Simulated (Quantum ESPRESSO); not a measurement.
Set up this calculation in Quantum ESPRESSO 7.5, as the native input.

```
Task                : single point
Functional          : PBE
Potentials or basis : SSSP 1.3 efficiency PBE
Cutoff              : 816 eV
Density cutoff      : 5987 eV
k mesh              : 7 × 7 × 7
Occupations         : fermi-dirac, width 0.05 eV
Spin                : no spin polarisation
Mixing beta         : 0.5
Most SCF iterations : 120
SCF threshold       : 4e-10 Ry
```

The system is RbBr.

```xyz
2
Lattice="0.0000 3.4270 3.4270 3.4270 0.0000 3.4270 3.4270 3.4270 0.0000" Properties=species:S:1:pos:R:3 pbc="T T T"
Rb    0.0086   -0.0037   -0.0097
Br    3.4051    3.3998    3.4428
```

The cell isn't the ideal one: atoms moved at random, drawn with an rms of 0.05 Å.

These files were run (other wordings do the same):

pw.in

```
&CONTROL
  calculation = 'scf'
  prefix = 'pwscf'
  outdir = './tmp'
  pseudo_dir = './pseudo'
  tprnfor = .true.
  tstress = .true.
  disk_io = 'nowf'
/
&SYSTEM
  ibrav = 0
  nat = 2
  ntyp = 2
  ecutwfc = 60
  ecutrho = 440
  nbnd = 14
  occupations = 'smearing'
  smearing = 'fd'
  degauss = 0.00367493
/
&ELECTRONS
  conv_thr = 4d-10
  electron_maxstep = 120
  mixing_beta = 0.5
/
ATOMIC_SPECIES
Rb    85.4678 Rb_ONCV_PBE-1.0.oncvpsp.upf
Br    79.9040 br_pbe_v1.4.uspp.F.UPF
CELL_PARAMETERS angstrom
   0.0000000000    3.4270000000    3.4270000000
   3.4270000000    0.0000000000    3.4270000000
   3.4270000000    3.4270000000    0.0000000000
ATOMIC_POSITIONS crystal
Rb    -0.0032050000    0.0003670000    0.0021340000
Br     0.5015430000    0.5030790000    0.4905180000
K_POINTS automatic
7 7 7 0 0 0
```

Potentials or basis: SSSP 1.3 efficiency PBE.

Launch:

```sh
$ OMP_NUM_THREADS=1 pw.x -in pw.in > pw.out
```

Results of the run:

The pressure is 1.0 GPa. The largest force is 0.058 eV/Å and the band gap on the k mesh is 4.36 eV, direct.

Caveat: an odd mesh through Γ misses points on the zone boundary, where band edges often lie.

Wall time 3 min on 1 thread of Arm Neoverse V1 (shared host), peak memory 0.48 GiB.
